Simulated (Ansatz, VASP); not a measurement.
**One calculation of TiB2, two programs**

The input INCAR:

```
SYSTEM = TiB2
ALGO = Normal ; EDIFF = 1E-6
ENCUT = 520 ; GGA = PE
ISIF = 2 ; ISMEAR = 0
LASPH = .True. ; LCHARG = .True.
LELF = .True. ; LREAL = .False.
LVHAR = .True. ; LWAVE = .False.
NBANDS = 16 ; NELM = 80
PREC = Accurate ; SIGMA = 0.15
```

File KPOINTS:

```
k-points
0
Gamma
  18 18 14
  0 0 0
```

File POSCAR:

```
TiB2
1.0
    2.9711687559      0.0000000000      0.0000000000
   -1.4855843780      2.5731076215      0.0000000000
    0.0000000000      0.0000000000      3.2242295241
Ti B
1 2
Direct
    0.0000000000      0.0000000000      0.0000000000
    0.3333333333      0.6666666667      0.5000000000
    0.6666666667      0.3333333333      0.5000000000
```

Input for Ansatz:

```yaml
crystal:
  lattice:
    - [2.9711687559, 0.0, 0.0]
    - [-1.485584378, 2.5731076215, 0.0]
    - [0.0, 0.0, 3.2242295241]
  atoms:
    - { symbol: Ti, position: [0.0, 0.0, 0.0] }
    - { symbol: B, position: [0.3333333333, 0.6666666667, 0.5] }
    - { symbol: B, position: [0.6666666667, 0.3333333333, 0.5] }
basis:
  ecutwfc: 420
kpoints:
  mp_grid: { grid: [18, 18, 14] }
hamiltonian:
  xc: pbe
scf:
  occupations: { method: gaussian, width: 0.15 }
output:
  forces: true
  stress: true
  eigenvalues: true
```

Change from the starting cell: strain -0.0200 x Voigt [1, 1, 0, 0, 0, 0], atoms carried along.

Alike in both runs: task single point; functional PBE; k mesh 18 × 18 × 14; occupations gaussian, width 0.15 eV; no spin polarisation.

```csv
,VASP,Ansatz
version,VASP 6.6.1,Ansatz 0.2.0
potentials or method,"VASP PAW PBE potentials, release 64 (Ti_sv, B)","scalar-relativistic, plane waves, PAW"
plane-wave cutoff (eV),520,420
valence electrons in the cell,18,18
```

```tsv
	VASP	Ansatz	Ansatz less VASP
gap on the k mesh at the Fermi level (eV)	none	none	-
pressure (GPa)	12.3	12.0	-0.24
largest component of the traceless stress (GPa)	7.52	7.53	+0.014
```

A gap of «none» marks a metal or a gap that the smearing closes. The functional is the same, so the differences come from potentials, cutoffs and numerics.
